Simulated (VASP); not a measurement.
# CsI (Pm-3m) in VASP: further runs

Runs on CsI. Level: PBE. Tasks: single point, relaxation of cell and atoms.

Everything below comes from runs of VASP 6.6.1. Logs are shortened: lines on timing, memory, paths and dates and some standing lists are left out, and cuts for length are marked.

## 1. Starting point

Symmetry: Pm-3m, No. 221, cubic system. Conventional cell: a = 4.666 Å, b = 4.666 Å, c = 4.666 Å, α = 90.00°, β = 90.00°, γ = 90.00°. Cs (site symmetry m-3m) has 8 I at 4.04 Å as nearest neighbours. Around I (site symmetry m-3m) lie 8 Cs at 4.04 Å.

## 2. Single point, PBE

File INCAR:

```
PREC     = Accurate       # precision mode
ENCUT    = 520            # plane-wave cutoff, eV
EDIFF    = 1E-6           # SCF threshold, eV
ISMEAR   = 0              # smearing method
SIGMA    = 0.02           # smearing width, eV
LREAL    = False          # projectors in reciprocal space
LASPH    = True           # aspherical terms in the spheres
NELM     = 100            # most SCF steps
ALGO     = Normal         # electronic algorithm
ISIF     = 2              # what is computed and relaxed
LWAVE    = False          # write WAVECAR
LCHARG   = False          # write CHGCAR
GGA      = PE             # functional
NBANDS   = 15             # bands
```

File KPOINTS:

```
regular mesh
0
Gamma
  6 6 6
```

File POSCAR:

```
CsI
1.0
    4.6660158004      0.0000000000      0.0000000000
    0.0000000000      4.6660158004      0.0000000000
    0.0000000000      0.0000000000      4.6660158004
Cs I
1 1
Direct
    0.0000000000      0.0000000000      0.0000000000
    0.5000000000      0.5000000000      0.5000000000
```

Potentials or basis: VASP PAW PBE potentials, release 64 (Cs_sv, I).

Run with:

```sh
cat potpaw_PBE.64/Cs_sv/POTCAR potpaw_PBE.64/I/POTCAR > POTCAR
mpirun -np 1 vasp_std > vasp.out
```

OUTCAR:

```text
PREC = Accurate
   ENCUT = 520
   EDIFF = 1E-6
   ISMEAR = 0
   LREAL = False
   LASPH = True
   NELM = 100
   ISIF = 2
   GGA = PE

 ion  position               nearest neighbor table
   1  0.000  0.000  0.000-
   2  0.500  0.500  0.500-

  LATTYP: Found a simple cubic cell.
 ALAT       =     4.6660158004

  Lattice vectors:

 A1 = (   4.6660158004,   0.0000000000,   0.0000000000)
 A2 = (   0.0000000000,   4.6660158004,   0.0000000000)
 A3 = (   0.0000000000,   0.0000000000,   4.6660158004)

Analysis of symmetry for initial positions (statically):
=====================================================================
 Subroutine PRICEL returns:
 Original cell was already a primitive cell.

 Routine SETGRP: Setting up the symmetry group for a
 simple cubic supercell.

 Subroutine GETGRP returns: Found 48 space group operations
 (whereof 48 operations were pure point group operations)
 out of a pool of 48 trial point group operations.

The static configuration has the point symmetry O_h .

Analysis of symmetry for dynamics (positions and initial velocities):
=====================================================================
 Subroutine PRICEL returns:
 Original cell was already a primitive cell.

 Routine SETGRP: Setting up the symmetry group for a
 simple cubic supercell.

 Subroutine GETGRP returns: Found 48 space group operations
 (whereof 48 operations were pure point group operations)
 out of a pool of 48 trial point group operations.

The dynamic configuration has the point symmetry O_h .

 Subroutine INISYM returns: Found 48 space group operations
 (whereof 48 operations are pure point group operations),
 and found     1 'primitive' translations

----------------------------------------------------------------------------------------

                                     Primitive cell

  volume of cell :     101.5871

  direct lattice vectors                    reciprocal lattice vectors
     4.666015800  0.000000000  0.000000000     0.214315605  0.000000000  0.000000000
     0.000000000  4.666015800  0.000000000     0.000000000  0.214315605  0.000000000
     0.000000000  0.000000000  4.666015800     0.000000000  0.000000000  0.214315605

  length of vectors
     4.666015800  4.666015800  4.666015800     0.214315605  0.214315605  0.214315605

  position of ions in fractional coordinates (direct lattice)
     0.000000000  0.000000000  0.000000000
     0.500000000  0.500000000  0.500000000

  ion indices of the primitive-cell ions
   primitive index   ion index
                 1           1
                 2           2

----------------------------------------------------------------------------------------

 KPOINTS: regular mesh

Automatic generation of k-mesh.
 Grid dimensions read from file:
 generate k-points for:    6    6    6

 Generating k-lattice:

  Cartesian coordinates                     Fractional coordinates (reciprocal lattice)
     0.035719268  0.000000000  0.000000000     0.166666667  0.000000000  0.000000000
     0.000000000  0.035719268  0.000000000     0.000000000  0.166666667  0.000000000
     0.000000000  0.000000000  0.035719268     0.000000000  0.000000000  0.166666667

  Length of vectors
     0.035719268  0.035719268  0.035719268

  Shift w.r.t. Gamma in fractional coordinates (k-lattice)
     0.000000000  0.000000000  0.000000000

 Subroutine IBZKPT returns following result:
 ===========================================

 Found     20 irreducible k-points:

 Following reciprocal coordinates:
            Coordinates               Weight
  0.000000  0.000000  0.000000      1.000000
  0.166667  0.000000  0.000000      6.000000
  0.333333  0.000000  0.000000      6.000000
  0.500000  0.000000  0.000000      3.000000
  0.166667  0.166667  0.000000     12.000000
  0.333333  0.166667  0.000000     24.000000
[... 12 lines left out ...]
  0.500000  0.500000  0.333333      6.000000
  0.500000  0.500000  0.500000      1.000000
   k-points           NKPTS =     20   k-points in BZ     NKDIM =     20   number of bands    NBANDS=     15
   number of dos      NEDOS =    301   number of ions     NIONS =      2
   total plane-waves  NPLWV =  46656
   dimension x,y,z NGX =    36 NGY =   36 NGZ =   36
   dimension x,y,z NGXF=    72 NGYF=   72 NGZF=   72
   ions per type =               1   1
   NGX,Y,Z   is equivalent  to a cutoff of  12.83, 12.83, 12.83 a.u.
   NGXF,Y,Z  is equivalent  to a cutoff of  25.65, 25.65, 25.65 a.u.
 SYSTEM =  unknown system
   PREC   = accura    normal or accurate (medium, high low for compatibility)
   ISTART =      0    job   : 0-new  1-cont  2-samecut
   ICHARG =      2    charge: 1-file 2-atom 10-const
   ISPIN  =      1    spin polarized calculation?
   LNONCOLLINEAR =      F non collinear calculations
   LSORBIT =      F    spin-orbit coupling
   LASPH  =      T    aspherical Exc in radial PAW
   ENCUT  =  520.0 eV  38.22 Ry    6.18 a.u.   8.68  8.68  8.68*2*pi/ulx,y,z
   NELM   =    100;   NELMIN=  2; NELMDL= -5     # of ELM steps
   EDIFF  = 0.1E-05   stopping-criterion for ELM
   LREAL  =      F    real-space projection
   EDIFFG = 0.1E-04   stopping-criterion for IOM
   NSW    =      0    number of steps for IOM
   IBRION =     -1    ionic relax: 0-MD 1-quasi-New 2-CG
   NFREE  =      0    steps in history (QN), initial steepest desc. (CG)
   ISIF   =      2    stress and relaxation
   ISYM   =      2    0-nonsym 1-usesym 2-fastsym
   POTIM  = 0.5000    time-step for ionic-motion
   TEBEG  =    0.0;   TEEND  =   0.0 temperature during run
   PSTRESS=    0.0 pullay stress
   NELECT =      16.0000    total number of electrons
   NUPDOWN=      -1.0000    fix difference up-down
   EMIN   =  10.00;   EMAX   =-10.00  energy-range for DOS
   EFERMI =   0.00;   METHOD = LEGACY
   ISMEAR =     0;   SIGMA  =   0.02  broadening in eV -4-tet -1-fermi 0-gaus
   EFERMI_NEDOS =   21; number of points for ismear=-14 and -15
   IALGO  =     38    algorithm
   IMIX   =      4    mixing-type and parameters
     AMIX     =   0.40;   BMIX     =  1.00
     AMIX_MAG =   1.60;   BMIX_MAG =  1.00
  volume/ion in A,a.u.               =      50.79       342.77
  Fermi-wavevector in a.u.,A,eV,Ry     =   0.884101  1.670709 10.634788  0.781635
  Thomas-Fermi vector in A             =   2.004956
   LORBIT       =      0    0 simple, 1 ext, 2 COOP (PROOUT), +10 PAW based schemes
   GGA     = PE    functional components
   LHFCALC =     F    Hartree Fock is set to
   AEXX    =    0.0000 exact exchange contribution
   IVDW    =     0    specifies the selected vdW correction
   LEPSILON=     F    determine dielectric tensor
   LRPA    =     F    only Hartree local field effects (RPA)
 non-spin polarized calculation
 Gauss-broadening in eV      SIGMA  =   0.02
  energy-cutoff  :      520.00
  volume of cell :      101.59
 maximum number of plane-waves:      2800
 NGX is ok and might be reduce to    36
   NGX = 17   NGY = 17   NGZ = 17

 number of electron      15.9999999 magnetization

 Free energy of the ion-electron system (eV)
  ---------------------------------------------------
  ext. energy  EPLUGINS =         0.00000000
  ---------------------------------------------------
  free energy    TOTEN  =        -5.44283760 eV

  energy without entropy =       -5.44283760  energy(sigma->0) =       -5.44283760

 E-fermi :   0.6164     XC(G=0):  -7.4957

 val. band max:        0.4450621104   @ k =   0.5000   0.5000   0.0000
 cond. band min:       4.1211989170   @ k =   0.0000   0.0000   0.0000
 fundamental gap:      3.6761368066
 Fermi energy:         0.6163842874

 k-point     1 :       0.0000    0.0000    0.0000
  band No.  band energies     occupation
      1     -20.0335      2.00000
      2     -10.1175      2.00000
      3      -6.7417      2.00000
      4      -6.7417      2.00000
      5      -6.7417      2.00000
      6       0.3487      2.00000
      7       0.3487      2.00000
      8       0.3487      2.00000
      9       4.1212      0.00000
     10       4.7137      0.00000
     11       4.7137      0.00000
     12       8.0641      0.00000
     13       8.0641      0.00000
     14       8.0641      0.00000
     15      10.4366      0.00000

 k-point     2 :       0.1667    0.0000    0.0000
  band No.  band energies     occupation
      1     -20.0289      2.00000
      2     -10.1172      2.00000
      3      -6.7778      2.00000
      4      -6.7296      2.00000
      5      -6.7296      2.00000
      6      -0.0685      2.00000
      7       0.3212      2.00000
      8       0.3212      2.00000
      9       4.6735      0.00000
     10       4.8706      0.00000
     11       5.2474      0.00000
     12       7.9874      0.00000
     13       7.9874      0.00000
     14       8.1797      0.00000
     15       9.3474      0.00000

 k-point     3 :       0.3333    0.0000    0.0000
  band No.  band energies     occupation
      1     -20.0198      2.00000
      2     -10.1181      2.00000
      3      -6.8417      2.00000
      4      -6.7053      2.00000
      5      -6.7053      2.00000
      6      -0.7032      2.00000
      7       0.2641      2.00000
      8       0.2641      2.00000
      9       5.2986      0.00000
     10       5.8012      0.00000
     11       6.3946      0.00000
     12       7.9813      0.00000
     13       7.9976      0.00000
     14       7.9976      0.00000
     15       8.4639      0.00000
[... 271 lines left out ...]
 k-point    19 :       0.5000    0.5000    0.3333
  band No.  band energies     occupation
      1     -19.9866      2.00000
      2      -9.9106      2.00000
      3      -6.9730      2.00000
      4      -6.9730      2.00000
      5      -6.8819      2.00000
      6      -0.6274      2.00000
      7      -0.6274      2.00000
      8      -0.4750      2.00000
      9       6.4013      0.00000
     10       6.9878      0.00000
     11       6.9878      0.00000
     12       7.3188      0.00000
     13       8.6475      0.00000
     14       8.6475      0.00000
     15       9.9186      0.00000

 k-point    20 :       0.5000    0.5000    0.5000
  band No.  band energies     occupation
      1     -19.9827      2.00000
      2      -9.8889      2.00000
      3      -6.9515      2.00000
      4      -6.9515      2.00000
      5      -6.9515      2.00000
      6      -0.7125      2.00000
      7      -0.7125      2.00000
      8      -0.7125      2.00000
      9       7.4193      0.00000
     10       7.4193      0.00000
     11       7.4193      0.00000
     12       8.0121      0.00000
     13       8.0121      0.00000
     14       8.0121      0.00000
     15       9.9076      0.00000

------------------------ aborting loop because EDIFF is reached ----------------------------------------

  FORCE on cell =-STRESS in cart. coord.  units (eV):
  Direction    XX          YY          ZZ          XY          YZ          ZX
  --------------------------------------------------------------------------------------
  -------------------------------------------------------------------------------------
  Total        0.0173542      0.0173542      0.0173542     -0.0000000      0.0000000      0.0000000
  in kB        0.2737009      0.2737009      0.2737009     -0.0000000      0.0000000      0.0000000
  external PRESSURE =       0.2737009 kB  Pullay stress =       0.0000000 kB

 VOLUME and BASIS-vectors are now :
 -----------------------------------------------------------------------------
  energy-cutoff  :      520.00
  volume of cell :      101.59
      direct lattice vectors                 reciprocal lattice vectors
     4.666015800  0.000000000  0.000000000     0.214315605  0.000000000  0.000000000
     0.000000000  4.666015800  0.000000000     0.000000000  0.214315605  0.000000000
     0.000000000  0.000000000  4.666015800     0.000000000  0.000000000  0.214315605

 POSITION                                       TOTAL-FORCE (eV/Angst)
 -----------------------------------------------------------------------------------
      0.00000      0.00000      0.00000         0.000000      0.000000      0.000000
      2.33301      2.33301      2.33301         0.000000      0.000000      0.000000
 -----------------------------------------------------------------------------------
    total drift:                               -0.000000      0.000000      0.000000

  FREE ENERGIE OF THE ION-ELECTRON SYSTEM (eV)
  ---------------------------------------------------
  free  energy   TOTEN  =        -5.4428376000 eV

  energy  without entropy=       -5.4428376000  energy(sigma->0) =       -5.44283760
```

Wall time 18 s (1 thread of Intel Xeon Platinum 8488C (Sapphire Rapids), shared host); peak memory 0.21 GiB.

What came out:

```
Free energy            : -5.4428 eV
Pressure               : 0.0 GPa
Band gap on the k mesh : 3.68 eV, indirect (least direct gap 3.77 eV)
```

Caveat: spin-orbit coupling is left out, which moves the levels of the heavy elements.

## 3. Relaxation of cell and atoms, PBE

This run uses another cell than the first one, of 47.62 Å³/atom, 0.937 times its volume.

File INCAR:

```
PREC = Accurate
ENCUT = 600
EDIFF = 1E-6
ISMEAR = 0
SIGMA = 0.02
LREAL = False
LASPH = True
NELM = 60
ALGO = Normal
ISIF = 3
LWAVE = False
LCHARG = False
GGA = PE
IBRION = 2
NSW = 100
EDIFFG = -0.005
```

File KPOINTS:

```
Automatic mesh
0
Gamma
  6 6 6
```

File POSCAR:

```
CsI
1.0
    4.5667000000      0.0000000000      0.0000000000
    0.0000000000      4.5667000000      0.0000000000
    0.0000000000      0.0000000000      4.5667000000
Cs I
1 1
Direct
    0.0000000000      0.0000000000      0.0000000000
    0.5000000000      0.5000000000      0.5000000000
```

Potentials or basis: VASP PAW PBE potentials, release 64 (Cs_sv, I).

Run with:

```sh
cat potpaw_PBE.64/Cs_sv/POTCAR potpaw_PBE.64/I/POTCAR > POTCAR
mpirun -np 1 vasp_std > vasp.out
```

Run time: 41 s. Hardware: 1 thread of Intel Xeon Platinum 8488C (Sapphire Rapids), shared host; peak memory 0.22 GiB.

The run converged. Its results:

- Free energy: -5.4425 eV
- Relaxed volume: 50.95 Å³/atom
- Relaxed cell: a = 4.671 Å, b = 4.671 Å, c = 4.671 Å, α = 90.00°, β = 90.00°, γ = 90.00°
- Space group after relaxing (to 0.05 Å): Pm-3m (No. 221)
- Energy gained by relaxing: 7.6 meV/atom
- Ionic steps: 4
- Pressure after relaxing: 0.0 GPa
- Band gap on the k mesh: 3.67 eV, indirect (least direct gap 3.76 eV)

Step by step:
```csv
step,energy change (eV),largest force (eV/Å),pressure (GPa),volume (Å³)
1,0.0000,0.0000,0.79,95.24
2,-0.0117,0.0000,0.36,98.52
3,-0.0152,0.0000,-0.06,102.54
4,-0.0153,0.0000,-0.01,101.91
```

Final structure:
```
Cs I
1.0
     4.67091    0.00000    0.00000
     0.00000    4.67091    0.00000
     0.00000    0.00000    4.67091
Cs I
1 1
Direct
  0.00000 0.00000 0.00000
  0.50000 0.50000 0.50000
```

Levels at points of the mesh, in eV from the valence-band top:
```
           k point  band 6  band 7  band 8  band 9  band 10  band 11
(0.00, 0.00, 0.00)   -0.10   -0.10   -0.10    3.67     4.27     4.27
(0.50, 0.00, 0.00)   -1.40   -0.21   -0.21    5.21     6.21     6.43
(0.50, 0.50, 0.00)   -0.81   -0.81    0.00    4.25     4.89     6.08
(0.50, 0.50, 0.50)   -1.15   -1.15   -1.15    6.96     6.96     6.96
```

Caveat: spin-orbit coupling is left out, which moves the levels of the heavy elements. PBE usually gives volumes a little too large and moduli too small.

## 4. Single point, PBE

This run uses another cell than the first one, of 47.62 Å³/atom, 0.937 times its volume.

File INCAR:

```
ALGO = Fast
EDIFF = 1E-7
ENCUT = 520
GGA = PE
ISIF = 2
ISMEAR = 0
LASPH = T
LCHARG = F
LREAL = F
LWAVE = F
NBANDS = 15
NELM = 60
PREC = Accurate
SIGMA = 0.1
```

File KPOINTS:

```
k-points
0
Gamma
  4 4 4
```

POSCAR is that of step 3.

Run with:

```sh
cat potpaw_PBE.64/Cs_sv/POTCAR potpaw_PBE.64/I/POTCAR > POTCAR
mpirun -np 1 vasp_std > vasp.out
```

Run time: 12 s. Hardware: 1 thread of Intel Xeon Platinum 8488C (Sapphire Rapids), shared host; peak memory 0.2 GiB.

The run converged. Its results:

```yaml
Free_energy: -5.4246 eV
Pressure: 0.8 GPa
Band_gap_on_the_k_mesh: 3.87 eV, indirect (least direct gap 3.96 eV)
```

Levels at points of the mesh, in eV from the valence-band top:
| k point | band 5 | band 6 | band 7 | band 8 | band 9 | band 10 | band 11 | band 12 |
| --- | --- | --- | --- | --- | --- | --- | --- | --- |
| (0.00, 0.00, 0.00) | -7.10 | -0.09 | -0.09 | -0.09 | 3.87 | 4.18 | 4.18 | 7.76 |
| (0.50, 0.00, 0.00) | -7.03 | -1.56 | -0.24 | -0.24 | 5.20 | 6.49 | 6.73 | 6.82 |
| (0.50, 0.50, 0.00) | -6.99 | -0.86 | -0.86 | 0.00 | 4.24 | 4.92 | 6.10 | 6.10 |
| (0.50, 0.50, 0.50) | -7.35 | -1.31 | -1.31 | -1.31 | 7.17 | 7.17 | 7.17 | 7.86 |

Caveat: spin-orbit coupling is left out, which moves the levels of the heavy elements. A hybrid or GW would open this gap; PBE tends to underestimate it.

## 5. Overview

```csv
task,cell,k mesh,cutoff (eV),smearing,gap on the mesh (eV),pressure (GPa)
single point,"Pm-3m, 50.79 Å³/atom",6 × 6 × 6,520,gaussian 0.02 eV,3.68,0.0
relaxation of cell and atoms,relaxed,6 × 6 × 6,600,gaussian 0.02 eV,3.67,0.0
single point,"Pm-3m, 47.62 Å³/atom",4 × 4 × 4,520,gaussian 0.1 eV,3.87,0.8
```

Alike in all rows: level PBE; potentials or basis VASP PAW PBE potentials, release 64 (Cs_sv, I); no spin polarisation.

Caveats: spin-orbit coupling is left out, which moves the levels of the heavy elements.

Total energies depend on the potentials used, so only differences within one code and one set of settings carry meaning.
